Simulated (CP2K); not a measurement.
# Ru (P6_3/mmc) in CP2K: settings compared

Aim: see how the results for Ru move with the level of theory and the settings. Levels: PBEsol, PBE. Tasks: relaxation of cell and atoms.

Everything below comes from runs of CP2K 2026.2. Logs are shortened: lines on timing, memory, paths and dates and some standing lists are left out, and cuts for length are marked.

**1. The crystal as given**

Symmetry: P6_3/mmc, No. 194, hexagonal system. The conventional cell has a = 2.706 Å, b = 2.706 Å, c = 4.282 Å, α = 90.00°, β = 90.00°, γ = 120.00°. Ru (site symmetry -6m2) has 12 Ru at 2.65 to 2.71 Å as nearest neighbours.

**2. Relaxation of cell and atoms, PBEsol**

File ru_vcrelax.inp:

```
&GLOBAL
  PROJECT ru_vcrelax
  RUN_TYPE CELL_OPT
  PRINT_LEVEL LOW
&END GLOBAL
&FORCE_EVAL
  METHOD QS
  STRESS_TENSOR ANALYTICAL
  &DFT
    BASIS_SET_FILE_NAME BASIS_MOLOPT_UZH
    POTENTIAL_FILE_NAME POTENTIAL_UZH
    &MGRID
      CUTOFF 450
      REL_CUTOFF 60
      NGRIDS 5
    &END MGRID
    &QS
      METHOD GPW
      EPS_DEFAULT 1.0E-9
      EXTRAPOLATION USE_PREV_P
    &END QS
    &KPOINTS
      SCHEME MONKHORST-PACK 9 9 5
      GAMMA_CENTERED T
    &END KPOINTS
    &SCF
      SCF_GUESS ATOMIC
      EPS_SCF 1.0E-6
      MAX_SCF 100
      ADDED_MOS 16
      CHOLESKY OFF
      EPS_EIGVAL 1.0E-7
      &DIAGONALIZATION ON
        ALGORITHM STANDARD
      &END DIAGONALIZATION
      &MIXING ON
        METHOD BROYDEN_MIXING
        ALPHA 0.4
        BETA 1.5
        NBUFFER 8
      &END MIXING
      &SMEAR ON
        METHOD FERMI_DIRAC
        ELECTRONIC_TEMPERATURE [K] 300.557
      &END SMEAR
    &END SCF
    &XC
      &XC_FUNCTIONAL
        &GGA_X_PBE_SOL
        &END GGA_X_PBE_SOL
        &GGA_C_PBE_SOL
        &END GGA_C_PBE_SOL
      &END XC_FUNCTIONAL
    &END XC
    &PRINT
      &KPOINTS ON
      &END KPOINTS
      &MULLIKEN ON
        &EACH
          CELL_OPT 0
        &END EACH
        ADD_LAST NUMERIC
      &END MULLIKEN
      &MO ON
        ENERGIES T
        OCCUPATION_NUMBERS T
        &EACH
          QS_SCF 0
          CELL_OPT 0
        &END EACH
        ADD_LAST NUMERIC
      &END MO
    &END PRINT
  &END DFT
  &SUBSYS
    &CELL
      A 2.7058000000 0.0000000000 0.0000000000
      B -1.3529000000 2.3432915376 0.0000000000
      C 0.0000000000 0.0000000000 4.2819000000
      PERIODIC XYZ
    &END CELL
    &COORD
      SCALED
      Ru  0.6666666667 0.3333333333 0.7500000000
      Ru  0.3333333333 0.6666666667 0.2500000000
    &END COORD
    &KIND Ru
      BASIS_SET TZVP-MOLOPT-PBE-GTH-q16
      POTENTIAL GTH-PBE-q16
    &END KIND
    &PRINT
      &ATOMIC_COORDINATES ON
      &END ATOMIC_COORDINATES
      &CELL ON
      &END CELL
    &END PRINT
  &END SUBSYS
  &PRINT
    &FORCES ON
    &END FORCES
    &STRESS_TENSOR ON
    &END STRESS_TENSOR
  &END PRINT
&END FORCE_EVAL
&MOTION
  &CELL_OPT
    OPTIMIZER CG
    MAX_ITER 40
    MAX_FORCE [eV*angstrom^-1] 0.03
    RMS_FORCE [eV*angstrom^-1] 0.03
    MAX_DR 1.0E-2
    RMS_DR 1.0E-2
    EXTERNAL_PRESSURE [bar] 0.0
    PRESSURE_TOLERANCE [bar] 500
    KEEP_ANGLES T
  &END CELL_OPT
  &PRINT
    &TRAJECTORY ON
    &END TRAJECTORY
    &CELL ON
    &END CELL
    &FORCES ON
    &END FORCES
    &STRESS ON
    &END STRESS
    &RESTART OFF
    &END RESTART
    &RESTART_HISTORY OFF
    &END RESTART_HISTORY
  &END PRINT
&END MOTION
```

Potentials or basis: POTENTIAL_UZH Ru GTH-PBE-q16; TZVP-MOLOPT-PBE-GTH basis.

Started as:

```console
> OMP_NUM_THREADS=2 cp2k.psmp -i ru_vcrelax.inp -o ru_vcrelax.out
```

ru_vcrelax.out:

```text

 CP2K| version string:                                       CP2K version 2026.2
 CP2K| Input file name                                            ru_vcrelax.inp

 GLOBAL| Force Environment number                                              1
 GLOBAL| Basis set file name                                    BASIS_MOLOPT_UZH
 GLOBAL| Potential file name                                       POTENTIAL_UZH
 GLOBAL| MM Potential file name                                     MM_POTENTIAL
 GLOBAL| Coordinate file name                                      __STD_INPUT__
 GLOBAL| Method name                                                        CP2K
 GLOBAL| Project name                                                 ru_vcrelax
 GLOBAL| Run type                                                       CELL_OPT
 GLOBAL| FFT library                                                       FFTW3
 GLOBAL| Diagonalization library                                       ScaLAPACK
 GLOBAL| Cholesky decomposition library                                ScaLAPACK
 GLOBAL| DGEMM library                                                      BLAS
 GLOBAL| Direct generalized diagonalization requested                          F
 GLOBAL| Matrix multiplication library                                 ScaLAPACK
 GLOBAL| Global print level                                                  LOW
 GLOBAL| Total number of message passing processes                             1
 GLOBAL| Number of threads for this process                                    2
 GLOBAL| CPU model name                                                  UNKNOWN

 CELL| Volume [angstrom^3]:                                            27.149294
 CELL| Vector a [angstrom]:       2.706     0.000     0.000   |a| =     2.705800
 CELL| Vector b [angstrom]:      -1.353     2.343     0.000   |b| =     2.705800
 CELL| Vector c [angstrom]:       0.000     0.000     4.282   |c| =     4.281900
 CELL| Angle (b,c), alpha [degree]:                                    90.000000
 CELL| Angle (a,c), beta  [degree]:                                    90.000000
 CELL| Angle (a,b), gamma [degree]:                                   120.000000
 CELL| Numerically orthorhombic:                                              NO
 CELL| Periodicity                                                           XYZ

 CELL_REF| Volume [angstrom^3]:                                        27.149294
 CELL_REF| Vector a [angstrom     2.706     0.000     0.000   |a| =     2.705800
 CELL_REF| Vector b [angstrom    -1.353     2.343     0.000   |b| =     2.705800
 CELL_REF| Vector c [angstrom     0.000     0.000     4.282   |c| =     4.281900
 CELL_REF| Angle (b,c), alpha [degree]:                                90.000000
 CELL_REF| Angle (a,c), beta  [degree]:                                90.000000
 CELL_REF| Angle (a,b), gamma [degree]:                               120.000000
 CELL_REF| Numerically orthorhombic:                                          NO
 CELL_REF| Periodicity                                                       XYZ
[... 9 lines left out ...]
 TOTAL NUMBERS AND MAXIMUM NUMBERS

  Total number of            - Atomic kinds:                                   1
                             - Atoms:                                          2
                             - Shell sets:                                     2
                             - Shells:                                        22
                             - Primitive Cartesian functions:                 14
                             - Cartesian basis functions:                     82
                             - Spherical basis functions:                     70

  Maximum angular momentum of- Orbital basis functions:                        3
                             - Local part of the GTH pseudopotential:          2
                             - Non-local part of the GTH pseudopotential:      4

 MODULE QUICKSTEP: ATOMIC COORDINATES IN ANGSTROM

   Atom Kind Element         X             Y             Z       Z(eff)     Mass
      1    1 Ru   44      1.352900      0.781097      3.211425  16.0000 101.0700
      2    1 Ru   44     -0.000000      1.562194      1.070475  16.0000 101.0700

 SCF PARAMETERS         Density guess:                                    ATOMIC
                        --------------------------------------------------------
                        max_scf:                                             100
                        max_scf_history:                                       0
                        max_diis:                                              4
[... 5 lines left out ...]
                        --------------------------------------------------------
                        level_shift [a.u.]:                             0.000000
                        added MOs                                        16    0
                        --------------------------------------------------------
                        Mixing method:                            BROYDEN_MIXING
                                                charge density mixing in g-space
                        --------------------------------------------------------
[... 159 lines left out ...]
 CELL| Angle (a,b), gamma [degree]:                                   120.000000
 CELL| Numerically orthorhombic:                                              NO
 CELL| Periodicity                                                           XYZ

 Extrapolation method: previous_p

 Number of electrons:                                                         32
 Number of occupied orbitals:                                                 16
 Number of molecular orbitals:                                                32

 Number of orbital functions:                                                 70
 Number of independent orbital functions:                                     70
[... 24 lines left out ...]
  Total energy:                                              -188.20737953359682
  Total energy (extrapolated to T->0):                       -188.20732088061055

 ENERGY| Total FORCE_EVAL ( QS ) energy [hartree]           -188.207368080730959

 FORCES| Atomic forces [hartree/bohr]
 FORCES|   Atom     x               y               z               |f|
 FORCES|      1 -2.27910650E-09  2.06920075E-09 -1.16812721E-08   1.20800677E-08
 FORCES|      2  2.27924844E-09 -2.06900685E-09  1.16819648E-08   1.20807311E-08
 FORCES| Sum     1.41939330E-13  1.93899302E-13  6.92725636E-13
 FORCES| Total atomic force                                       7.33220649E-13

 STRESS| Analytical stress tensor [bar]
 STRESS|                        x                   y                   z
 STRESS|      x       -4.32376348471E+01   1.30707702568E-01   1.13895040126E-07
 STRESS|      y        1.30707702568E-01  -4.30723989647E+01  -4.75848004044E-08
 STRESS|      z        1.13895040126E-07  -4.75848004044E-08  -9.84510753338E+01
 STRESS| 1/3 Trace                                            -6.15870363819E+01
 STRESS| Determinant                                          -1.83348546081E+05

 STRESS| Eigenvectors and eigenvalues of the analytical stress tensor [bar]
 STRESS|                        1                   2                   3
 STRESS| Eigenvalues  -9.84510753338E+01  -4.33096462295E+01  -4.30003875823E+01
 STRESS|      x          -0.000000002065      0.875870060317      0.482547031325
 STRESS|      y           0.000000000864     -0.482547031325      0.875870060317
 STRESS|      z           1.000000000000      0.000000002226      0.000000000240

 *******************************************************************************
 ***                 BRENT   - NUMBER OF ENERGY EVALUATIONS :       4        ***
 *******************************************************************************

 OPT| **************************************************************************
 OPT| Step number                                                              2
 OPT| Optimization method                                                     CG
 OPT| Total energy [hartree]                                     -188.2073680809
 OPT| Internal pressure [bar]                                     -61.5870363819
 OPT| Effective energy change [hartree]                            -0.0000021341
 OPT| Decrease in energy                                                     YES
 OPT|
 OPT| Maximum step size                                             0.0078829547
 OPT| Convergence limit for maximum step size                       0.0100000000
 OPT| Maximum step size is converged                                         YES
 OPT|
 OPT| RMS step size                                                 0.0023692358
 OPT| Convergence limit for RMS step size                           0.0100000000
 OPT| RMS step size is converged                                             YES
 OPT|
 OPT| Maximum gradient                                              0.0005026009
 OPT| Convergence limit for maximum gradient                        0.0005834072
 OPT| Maximum gradient is converged                                          YES
 OPT|
 OPT| RMS gradient                                                  0.0001510576
 OPT| Convergence limit for RMS gradient                            0.0005834072
 OPT| RMS gradient is converged                                              YES
 OPT|
 OPT| Pressure deviation [bar]                                    -61.5870363819
 OPT| Pressure tolerance [bar]                                    500.0000000000
 OPT| Pressure is converged                                                  YES
 OPT| **************************************************************************

 *******************************************************************************
 ***                    GEOMETRY OPTIMIZATION COMPLETED                      ***
 *******************************************************************************

 write_final_structure: Optimization converged, writing XYZ file gladly:
  ru_vcrelax-FINAL-1_2.xyz

 write_final_structure: Optimization converged, writing CIF file gladly:
  ru_vcrelax-FINAL-1_2.cif

 write_final_structure: Done!

                    Reevaluating energy at the minimum

 CELL| Volume [angstrom^3]:                                            26.901195
 CELL| Vector a [angstrom]:       2.696     0.000     0.000   |a| =     2.696471
 CELL| Vector b [angstrom]:      -1.348     2.335     0.000   |b| =     2.696471
 CELL| Vector c [angstrom]:       0.000     0.000     4.272   |c| =     4.272178
 CELL| Angle (b,c), alpha [degree]:                                    90.000000
 CELL| Angle (a,c), beta  [degree]:                                    90.000000
 CELL| Angle (a,b), gamma [degree]:                                   120.000000
 CELL| Numerically orthorhombic:                                              NO
 CELL| Periodicity                                                           XYZ

 Extrapolation method: previous_p

 Number of electrons:                                                         32
 Number of occupied orbitals:                                                 16
 Number of molecular orbitals:                                                32

 Number of orbital functions:                                                 70
 Number of independent orbital functions:                                     70
[... 554 lines left out ...]
 MO|     31               1.822435              49.590976               0.000000
 MO|     32               1.935590              52.670087               0.000000
 MO| Sum:                                                              30.000000
 MO| E(Fermi):            0.698194 a.u.         18.998832 eV

 [... the levels of further k-points ...]

 !-----------------------------------------------------------------------------!
                     Mulliken Population Analysis

 #  Atom  Element  Kind  Atomic population                           Net charge
       1     Ru       1         16.000001                             -0.000001
       2     Ru       1         15.999999                              0.000001
 # Total charge                             32.000000                 -0.000000

 !-----------------------------------------------------------------------------!

 ENERGY| Total FORCE_EVAL ( QS ) energy [hartree]           -188.207352518866884
```

Run time: 11 min. Hardware: 2 threads of Arm Neoverse V1, shared host; peak memory 0.44 GiB.

Results:

```yaml
Free_energy: -5121.3825 eV
Relaxed_volume: 13.45 Å³/atom
Relaxed_cell: a = 2.696 Å, b = 2.696 Å, c = 4.272 Å, α = 90.00°, β = 90.00°, γ = 120.00°
Space_group_after_relaxing_to_0.05_Å: P6_3/mmc (No. 194)
Pressure_after_relaxing: 0.0 GPa
Band_gap_on_the_k_mesh: none (metal or under the smearing width)
```

The path:
```csv
step,energy change (eV),largest force (eV/Å),volume (Å³)
1,0.0000,0.0000,26.91
2,-0.0001,0.0000,26.90
3,0.0004,0.0000,26.90
```

Final structure:
```
CELL_PARAMETERS angstrom
2.69646 0.00000 0.00000
-1.34823 2.33521 0.00000
0.00000 0.00000 4.27222
ATOMIC_POSITIONS crystal
Ru 0.66667 0.33333 0.74999
Ru 0.33333 0.66667 0.25000
```

Caveat: the printed path begins after the first move; the potentials were made for another functional, which shifts forces and pressure; the basis of atomic orbitals isn't converged, which shifts pressures, moduli and gaps.

[end of part 1 of 2]
